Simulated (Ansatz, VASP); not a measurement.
## Two plane-wave programs on Sn

```
Sn
1.0
    -2.89982    2.89982    1.58224
     2.89982   -2.89982    1.58224
     2.89982    2.89982   -1.58224
Sn
2
Direct
  0.12500 0.87500 0.25000
  0.87500 0.12500 0.75000
```

Alike in both runs: task single point; functional LDA; k mesh 9 × 9 × 9; no spin polarisation.

```csv
,VASP,Ansatz
version,VASP 6.6.1,Ansatz 0.2.0
potentials or method,"VASP PAW LDA potentials, release 64 (Sn_d)",PAW plane waves
plane-wave cutoff (eV),520,420
occupations,"methfessel-paxton of order 1, width 0.0397 eV","cold, width 0.0397 eV"
valence electrons in the cell,28,28
```

```tsv
	VASP	Ansatz	Ansatz less VASP
pressure (GPa)	-0.9	-0.9	+0.01
largest component of the traceless stress (GPa)	0.29	0.33	+0.044
```
